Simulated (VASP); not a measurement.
# HgSe (F-43m) in VASP: further runs, part 2 of 2

VASP 6.6.1. The steps go on from the part before.

**3. Relaxation of cell and atoms, PBEsol**

This run uses another cell than the first one, of 28.07 Å³/atom, 0.950 times its volume.

INCAR reads:

```
SYSTEM = HgSe
PREC = Accurate
ENCUT = 600
EDIFF = 1E-6
ISMEAR = 0
SIGMA = 0.03
LREAL = .FALSE.
LASPH = .TRUE.
NELM = 80
ALGO = Normal
ISIF = 3
LWAVE = .FALSE.
LCHARG = .FALSE.
GGA = PS
IBRION = 2
NSW = 90
EDIFFG = -0.01
KPAR = 4
```

KPOINTS reads:

```
Automatic mesh
0
G
  10 10 10
  0 0 0
```

POSCAR reads:

```
HgSe
1.0
    0.0000000000      3.0390000000      3.0390000000
    3.0390000000      0.0000000000      3.0390000000
    3.0390000000      3.0390000000      0.0000000000
Hg Se
1 1
Direct
    0.0000000000      0.0000000000      0.0000000000
    0.2500000000      0.2500000000      0.2500000000
```

Potentials or basis: VASP PAW PBE potentials, release 64 (Hg, Se).

Started as:

```console
> cat potpaw_PBE.64/Hg/POTCAR potpaw_PBE.64/Se/POTCAR > POTCAR
> mpirun -np 4 vasp_std > vasp.out
```

OUTCAR:

```text
SYSTEM = HgSe
   PREC = Accurate
   ENCUT = 600
   EDIFF = 1E-6
   ISMEAR = 0
   LREAL = .FALSE.
   LASPH = .TRUE.
   NELM = 80
   ISIF = 3
   GGA = PS
   IBRION = 2
   NSW = 90
   EDIFFG = -0.01

 ion  position               nearest neighbor table
   1  0.000  0.000  0.000-   2 2.63   2 2.63   2 2.63   2 2.63
   2  0.250  0.250  0.250-   1 2.63   1 2.63   1 2.63   1 2.63

  LATTYP: Found a face centered cubic cell.
 ALAT       =     6.0780000000

  Lattice vectors:

 A1 = (   0.0000000000,   3.0390000000,   3.0390000000)
 A2 = (   3.0390000000,   0.0000000000,   3.0390000000)
 A3 = (   3.0390000000,   3.0390000000,   0.0000000000)

Analysis of symmetry for initial positions (statically):
=====================================================================
 Subroutine PRICEL returns:
 Original cell was already a primitive cell.

 Routine SETGRP: Setting up the symmetry group for a
 face centered cubic supercell.

 Subroutine GETGRP returns: Found 24 space group operations
 (whereof 24 operations were pure point group operations)
 out of a pool of 48 trial point group operations.

The static configuration has the point symmetry T_d .

Analysis of symmetry for dynamics (positions and initial velocities):
=====================================================================
 Subroutine PRICEL returns:
 Original cell was already a primitive cell.

 Routine SETGRP: Setting up the symmetry group for a
 face centered cubic supercell.

 Subroutine GETGRP returns: Found 24 space group operations
 (whereof 24 operations were pure point group operations)
 out of a pool of 48 trial point group operations.

The dynamic configuration has the point symmetry T_d .

 Subroutine INISYM returns: Found 24 space group operations
 (whereof 24 operations are pure point group operations),
 and found     1 'primitive' translations

----------------------------------------------------------------------------------------

                                     Primitive cell
[... 137 lines left out ...]
  ext. energy  EPLUGINS =         0.00000000
  ---------------------------------------------------
  free energy    TOTEN  =        -4.79964314 eV

  energy without entropy =       -4.79959686  energy(sigma->0) =       -4.79962000

------------------------ aborting loop because EDIFF is reached ----------------------------------------

  FORCE on cell =-STRESS in cart. coord.  units (eV):
  Direction    XX          YY          ZZ          XY          YZ          ZX
  --------------------------------------------------------------------------------------
  -------------------------------------------------------------------------------------
  Total        0.6484433      0.6484433      0.6484433      0.0000000     -0.0000000     -0.0000000
  in kB       18.5080417     18.5080417     18.5080417      0.0000000     -0.0000000     -0.0000000
  external PRESSURE =      18.5080417 kB  Pullay stress =       0.0000000 kB
[... 59 lines left out ...]
--------------------------------------- Ionic step        3  -------------------------------------------

 number of electron      17.9999999 magnetization

 Free energy of the ion-electron system (eV)
  ---------------------------------------------------
  ext. energy  EPLUGINS =         0.00000000
  ---------------------------------------------------
  free energy    TOTEN  =        -4.81027610 eV

  energy without entropy =       -4.81022982  energy(sigma->0) =       -4.81025296

 E-fermi :   1.3248     XC(G=0):  -9.1099

 val. band max:        1.3157018294   @ k =   0.0000   0.0000   0.0000
 cond. band min:       1.7332429901   @ k =   0.1000   0.0000   0.0000
 fundamental gap:      0.4175411607
 Fermi energy:         1.3248389559

 k-point     1 :       0.0000    0.0000    0.0000
  band No.  band energies     occupation
      1     -11.9596      2.00000
      2      -5.6742      2.00000
      3      -5.6742      2.00000
      4      -5.6742      2.00000
      5      -4.9746      2.00000
      6      -4.9746      2.00000
      7       0.2452      2.00000
      8       1.3157      1.33334
      9       1.3157      1.33334
     10       1.3157      1.33333
     11       6.7721      0.00000
     12       6.7721      0.00000
     13       6.7721      0.00000
[... 354 lines left out ...]
  band No.  band energies     occupation
      1     -11.4816      2.00000
      2      -5.5369      2.00000
      3      -5.3300      2.00000
      4      -5.3079      2.00000
      5      -4.9221      2.00000
      6      -4.8951      2.00000
      7      -2.8947      2.00000
      8      -0.5961      2.00000
      9      -0.4319      2.00000
     10       3.9869      0.00000
     11       4.7261      0.00000
     12       8.5062      0.00000
     13       9.4365      0.00000

 [... further k-points ...]

------------------------ aborting loop because EDIFF is reached ----------------------------------------

  FORCE on cell =-STRESS in cart. coord.  units (eV):
  Direction    XX          YY          ZZ          XY          YZ          ZX
  --------------------------------------------------------------------------------------
  -------------------------------------------------------------------------------------
  Total        0.0015623      0.0015623      0.0015623      0.0000000      0.0000000     -0.0000000
  in kB        0.0431353      0.0431353      0.0431353      0.0000000      0.0000000     -0.0000000
  external PRESSURE =       0.0431353 kB  Pullay stress =       0.0000000 kB
[... 17 lines left out ...]
  FREE ENERGIE OF THE ION-ELECTRON SYSTEM (eV)
  ---------------------------------------------------
  free  energy   TOTEN  =        -4.8102761007 eV

  energy  without entropy=       -4.8102298215  energy(sigma->0) =       -4.81025296

 reached required accuracy - stopping structural energy minimisation
```

OSZICAR:

```text
N       E                     dE             d eps       ncg     rms          rms(c)
DAV:   1     0.119709979786E+03    0.11971E+03   -0.93525E+03  1238   0.138E+03
DAV:   2     0.182755462277E+00   -0.11953E+03   -0.11287E+03  1327   0.292E+02
DAV:   3    -0.508430972839E+01   -0.52671E+01   -0.52313E+01  1512   0.621E+01
DAV:   4    -0.511410119545E+01   -0.29791E-01   -0.29787E-01  1267   0.477E+00
[... 23 lines left out ...]
DAV:   3    -0.481053427111E+01    0.26607E-02   -0.84473E-03  1272   0.966E-01    0.419E-01
DAV:   4    -0.481030398017E+01    0.23029E-03   -0.71926E-04  1282   0.288E-01    0.346E-02
DAV:   5    -0.481027721574E+01    0.26764E-04   -0.26554E-04  1342   0.255E-01    0.438E-02
DAV:   6    -0.481027590872E+01    0.13070E-05   -0.39077E-05  1347   0.920E-02    0.680E-03
DAV:   7    -0.481027610073E+01   -0.19201E-06   -0.39111E-07   776   0.527E-03
   3 F= -.48102761E+01 E0= -.48102530E+01  d E =-.106330E-01
```

CONTCAR:

```text
HgSe
   1.00000000000000
     0.0000000000000000    3.0728100868346635    3.0728100868346635
     3.0728100868346635   -0.0000000000000000    3.0728100868346635
     3.0728100868346635    3.0728100868346635   -0.0000000000000000
  Hg              Se
     1     1
Direct
     0.0000000000000000    0.0000000000000000    0.0000000000000000
     0.2500000000000000    0.2500000000000000    0.2500000000000000

  0.00000000E+00  0.00000000E+00  0.00000000E+00
  0.00000000E+00  0.00000000E+00  0.00000000E+00
```

Run time: 18 s. Hardware: 4 MPI ranks of Intel Xeon Platinum 8488C (Sapphire Rapids), shared host; peak memory 0.23 GiB.

Results:

```yaml
Free_energy: -4.8103 eV
Relaxed_volume: 29.01 Å³/atom
Relaxed_cell: a = 4.346 Å, b = 4.346 Å, c = 4.346 Å, α = 60.00°, β = 60.00°, γ = 60.00°
Space_group_after_relaxing_to_0.05_Å: F-43m (No. 216)
Energy_gained_by_relaxing: 5.3 meV/atom
Ionic_steps: 3
Pressure_after_relaxing: 0.0 GPa
Band_gap_on_the_k_mesh: none (metal or under the smearing width)
```

Step by step:
```tsv
step	energy change (eV)	largest force (eV/Å)	pressure (GPa)	volume (Å³)
1	0.0000	0.0000	1.85	56.13
2	-0.0090	0.0000	-0.67	58.81
3	-0.0106	0.0000	0.00	58.03
```

Final structure:
```
CELL_PARAMETERS angstrom
0.00000 3.07281 3.07281
3.07281 0.00000 3.07281
3.07281 3.07281 0.00000
ATOMIC_POSITIONS crystal
Hg 0.00000 0.00000 0.00000
Se 0.25000 0.25000 0.25000
```

Levels at points of the mesh, in eV from the Fermi level:
| k point | band 5 | band 6 | band 7 | band 8 | band 9 | band 10 | band 11 | band 12 | band 13 |
| --- | --- | --- | --- | --- | --- | --- | --- | --- | --- |
| (0.00, 0.00, 0.00) | -6.30 | -6.30 | -1.08 | -0.01 | -0.01 | -0.01 | 5.45 | 5.45 | 5.45 |
| (0.50, 0.00, 0.00) | -6.26 | -6.00 | -5.37 | -0.93 | -0.93 | 1.02 | 6.18 | 6.18 | 6.81 |
| (0.50, 0.50, 0.00) | -6.19 | -5.96 | -4.99 | -2.21 | -2.21 | 2.68 | 2.93 | 8.25 | 9.61 |

Caveat: the PAW data sets were made with another functional, which shifts forces and pressure a little. Zero-point motion and thermal expansion aren't in these numbers.

**4. Relaxation of cell and atoms, HSE06**

This run uses another cell than the first one, of 29.01 Å³/atom, 0.982 times its volume.

POSCAR reads:

```
HgSe                                    
1.0
    0.0000000000      3.0728100868      3.0728100868
    3.0728100868     -0.0000000000      3.0728100868
    3.0728100868      3.0728100868     -0.0000000000
  Hg              Se            
     1     1
Direct
     0.0000000000000000    0.0000000000000000    0.0000000000000000
     0.2500000000000000    0.2500000000000000    0.2500000000000000
```

INCAR.step1 reads:

```
SYSTEM = HgSe
PREC = Accurate
ENCUT = 520
EDIFF = 1E-5
ISMEAR = 0
SIGMA = 0.03
LREAL = .FALSE.
LASPH = .TRUE.
NELM = 80
ALGO = Normal
LWAVE = .TRUE.
LCHARG = .FALSE.
KPAR = 4
GGA = PE
```

INCAR.step2 reads:

```
SYSTEM = HgSe
PREC = Accurate
ENCUT = 520
EDIFF = 1E-6
ISMEAR = 0
SIGMA = 0.03
LREAL = .FALSE.
LASPH = .TRUE.
NELM = 80
ALGO = Normal
ISIF = 3
LWAVE = .FALSE.
LCHARG = .FALSE.
GGA = PE
LHFCALC = .TRUE.
HFSCREEN = 0.2
PRECFOCK = Fast
IBRION = 2
NSW = 25
EDIFFG = -0.01
KPAR = 4
ISTART = 1
```

KPOINTS reads:

```
Automatic mesh
0
G
  6 6 6
  0 0 0
```

Started as:

```console
> cat potpaw_PBE.64/Hg/POTCAR potpaw_PBE.64/Se/POTCAR > POTCAR
> cp INCAR.step1 INCAR
> mpirun -np 4 vasp_std > vasp.out
> cp INCAR.step2 INCAR
> mpirun -np 4 vasp_std > vasp.out
```

Wall time 9.1 min (4 MPI ranks of Intel Xeon Platinum 8488C (Sapphire Rapids), shared host); peak memory 0.3 GiB.

Results (log left out):

```yaml
Free_energy: -5.2986 eV
Relaxed_volume: 29.60 Å³/atom
Relaxed_cell: a = 4.374 Å, b = 4.374 Å, c = 4.374 Å, α = 60.00°, β = 60.00°, γ = 60.00°
Space_group_after_relaxing_to_0.05_Å: F-43m (No. 216)
Energy_gained_by_relaxing: 1.8 meV/atom
Ionic_steps: 3
Pressure_after_relaxing: 0.0 GPa
Band_gap_on_the_k_mesh: none (metal or under the smearing width)
```

The path:
```
step  energy change (eV)  largest force (eV/Å)  pressure (GPa)  volume (Å³)
   1              0.0000                0.0000            1.03        58.03
   2             -0.0032                0.0000           -0.35        59.61
   3             -0.0037                0.0000            0.01        59.19
```

Final structure:
```
CELL_PARAMETERS angstrom
0.00000 3.09320 3.09320
3.09320 0.00000 3.09320
3.09320 3.09320 0.00000
ATOMIC_POSITIONS crystal
Hg 0.00000 0.00000 0.00000
Se 0.25000 0.25000 0.25000
```

Levels at points of the mesh, in eV from the Fermi level:
| k point | band 6 | band 7 | band 8 | band 9 | band 10 | band 11 | band 12 | band 13 |
| --- | --- | --- | --- | --- | --- | --- | --- | --- |
| (0.00, 0.00, 0.00) | -7.24 | -0.25 | -0.01 | -0.01 | -0.01 | 6.49 | 6.49 | 6.49 |
| (0.50, 0.00, 0.00) | -6.92 | -5.52 | -0.97 | -0.97 | 1.94 | 7.23 | 7.23 | 7.94 |
| (0.50, 0.50, 0.00) | -6.87 | -5.23 | -2.27 | -2.27 | 3.62 | 3.86 | 9.43 | 10.89 |

Caveat: the PAW data sets were made with another functional, which shifts forces and pressure a little. Spin-orbit coupling is left out, which matters for the levels of Hg.

**5. Summary**

| level | k mesh | cutoff (eV) | grid for exact exchange (PRECFOCK) | screening parameter | gap on the mesh (eV) | pressure (GPa) | relaxed volume (Å³/atom) |
| --- | --- | --- | --- | --- | --- | --- | --- |
| PBE+D3(BJ) | 10 × 10 × 10 | 600 | - | - | none | 0.0 | - |
| PBEsol | 10 × 10 × 10 | 600 | - | - | none | 0.0 | 29.01 |
| HSE06 | 6 × 6 × 6 | 520 | Fast | 0.2 1/A | none | 0.0 | 29.60 |

Alike in all rows: task relaxation of cell and atoms; potentials or basis VASP PAW PBE potentials, release 64 (Hg, Se); no spin polarisation; cell relaxed; smearing gaussian 0.03 eV.

Caveats: the PAW data sets were made with another functional, which shifts forces and pressure a little (some runs); the relaxation stopped at its first step, so nothing moved (some runs); pairwise dispersion overbinds metals, which lowers pressure and volume (some runs).

Absolute energies hang on the potentials; compare differences alone.
